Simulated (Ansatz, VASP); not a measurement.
Sb: VASP and Ansatz over several settings

```
CELL_PARAMETERS angstrom
-1.87134 1.87134 1.87134
1.87134 -1.87134 1.87134
1.87134 1.87134 -1.87134
ATOMIC_POSITIONS crystal
Sb 0.00000 0.00000 0.00000
```

This isn't the form of Sb at room conditions, which is rhombohedral.

Single points on this cell with VASP 6.6.1 and Ansatz 0.2.0. Each row is one pair of runs. Alike in all rows: spin: off; k mesh: 10 × 10 × 10; VASP's potentials, cutoff: VASP PAW PBE potentials, release 64 (Sb), 520 eV; Ansatz's potentials, cutoff: Ansatz PAW, 420 eV.

| level | smearing | gap on the k mesh at the Fermi level (eV), VASP | gap on the k mesh at the Fermi level (eV), Ansatz | pressure (GPa), VASP | pressure (GPa), Ansatz |
| --- | --- | --- | --- | --- | --- |
| PBE | fermi-dirac, width 0.05 eV | none | none | 3.0 | 3.2 |
| PBE | gaussian, width 0.1 eV | none | none | 3.1 | 3.2 |
| PBEsol | fermi-dirac, width 0.05 eV | none | none | 0.0 | 0.0 |

Pressure (GPa): the two programs differ by at most 0.13.

A gap of «none» marks a metal or a gap that the smearing closes.

Caveats: the PAW data sets were made with another functional, which shifts forces and pressure a little (VASP); the PAW data sets come from PBE, with cores solved anew for the run's functional, which leaves a small shift of forces and pressure (Ansatz).
